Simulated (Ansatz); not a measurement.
## TiSe2: do energies and stresses tell the same story?

The calculation used Ansatz, DFT PBE+D3(BJ), scalar-relativistic, plane waves, PAW.

Cutoff 420 eV; k points 15×15×8 on the computed 3-atom cell (Γ-centred); Gaussian smearing, width 0.10 eV; no spin polarisation.

Relaxed cell: P-3m1, a = 3.481 Å, b = 3.481 Å, c = 5.873 Å, α = 90.00°, β = 90.00°, γ = 120.00°, 3 atoms in the primitive cell.

Energies at zero smearing and pressures from the stress tensor, at volumes with shape and atoms relaxed:
| V (Å³/atom) | E − E(first) (meV/atom) | P (GPa) |
| --- | --- | --- |
| 18.076 | 0.00 | 8.31 |
| 18.692 | -26.43 | 5.50 |
| 19.308 | -43.20 | 3.24 |
| 19.925 | -52.13 | 1.41 |
| 20.541 | -54.79 | -0.01 |
| 21.157 | -52.62 | -1.10 |
| 21.773 | -47.01 | -1.84 |
| 22.595 | -36.73 | -2.29 |

**Question.** Check P = −dE/dV between neighbouring volumes, and get the bulk modulus from the pressures alone.

**Answer.** With 1 eV/Å³ = 160.2 GPa:
```json
{"middle V (Å³/atom)": "18.384", "−ΔE/ΔV (GPa)": "6.871", "mean P (GPa)": "6.906"}
{"middle V (Å³/atom)": "19.000", "−ΔE/ΔV (GPa)": "4.361", "mean P (GPa)": "4.369"}
{"middle V (Å³/atom)": "19.616", "−ΔE/ΔV (GPa)": "2.321", "mean P (GPa)": "2.324"}
{"middle V (Å³/atom)": "20.233", "−ΔE/ΔV (GPa)": "0.693", "mean P (GPa)": "0.701"}
{"middle V (Å³/atom)": "20.849", "−ΔE/ΔV (GPa)": "-0.563", "mean P (GPa)": "-0.555"}
{"middle V (Å³/atom)": "21.465", "−ΔE/ΔV (GPa)": "-1.460", "mean P (GPa)": "-1.472"}
{"middle V (Å³/atom)": "22.184", "−ΔE/ΔV (GPa)": "-2.005", "mean P (GPa)": "-2.067"}
```

The two differ by 0.06 GPa at most. The mean of two end pressures misses the average over a step by about ΔV² P″/12, up to 0.06 GPa here; with that taken off 0.12 GPa remains, from the smearing term (the stress is the derivative of the free energy), the finite cutoff, the mesh or the relaxation's tolerance. Around V = 20.541 Å³/atom, the two neighbours give B = −V ΔP/ΔV = 20.541 × 2.51 / 1.232 = 41.9 GPa, against B0 = 39.1 GPa from the Birch–Murnaghan fit of the energies.

A ferromagnetic start lost its moments in a first run, so spin was left out; other magnetic orders weren't tried.